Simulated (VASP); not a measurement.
Crystal: Ge.

```
Ge
1.0
     0.00000    2.88574    5.11566
     2.63050    0.00000    5.11566
     2.63050    2.88574    0.00000
Ge
4
Cartesian
  2.6305 4.1929 5.1157
  2.6305 1.5786 5.1157
  2.6305 2.8857 2.2318
  2.6305 2.8857 7.9995
```

This isn't the form of Ge at room conditions, which is diamond.

```yaml
Program: VASP 6.6.1
Task: relaxation of cell and atoms
Functional: BLYP
Dispersion: D3(BJ)
Potentials_or_basis: VASP PAW PBE potentials, release 64 (Ge_d)
Cutoff: 600 eV
k_mesh: 5 × 5 × 5
Occupations: fermi-dirac, width 0.05 eV
Spin: no spin polarisation
```

At the start: pressure -0.3 GPa; volume 19.42 Å³/atom.

Where does the relaxation end?

Over 22 steps the energy falls by 2.6 meV/atom and the volume is 19.44 Å³/atom (+0.1 %); space group Fmmm (No. 69, to 0.05 Å).

Step by step:
```csv
step,energy change (eV),largest force (eV/Å),pressure (GPa),volume (Å³)
1,0.0000,0.1150,-0.32,77.67
2,-0.0025,0.0904,0.00,77.23
3,-0.0026,0.0750,0.26,76.99
4,-0.0026,0.0801,0.21,77.06
5,-0.0037,0.0690,0.12,77.22
6,-0.0050,0.0353,-0.16,77.70
7,-0.0058,0.0354,-0.22,77.72
8,-0.0078,0.0322,-0.21,77.77
9,-0.0101,0.0340,-0.14,77.86
10,-0.0103,0.0358,-0.11,77.89
11,-0.0103,0.0356,-0.11,77.89
12,-0.0105,0.0195,0.01,77.73
13,-0.0105,0.0159,0.03,77.69
14,-0.0105,0.0149,0.15,77.68
15,-0.0105,0.0160,0.08,77.69
16,-0.0105,0.0039,-0.01,77.74
17,-0.0105,0.0038,0.05,77.74
18,-0.0105,0.0039,-0.06,77.81
19,-0.0105,0.0027,-0.04,77.80
20,-0.0105,0.0024,-0.03,77.78
21,-0.0105,0.0023,-0.02,77.77
22,-0.0105,0.0024,-0.01,77.76
```

Final structure:
```
Ge
1.0
     0.00000    2.89243    5.13939
     2.61546    0.00000    5.13939
     2.61546    2.89243    0.00000
Ge
4
Cartesian
  2.6155 4.1892 5.1394
  2.6155 1.5957 5.1394
  2.6155 2.8924 2.1600
  2.6155 2.8924 8.1188
```

Caveat: the PAW data sets were made with another functional, which shifts forces and pressure a little; pairwise dispersion overbinds metals, which lowers pressure and volume.
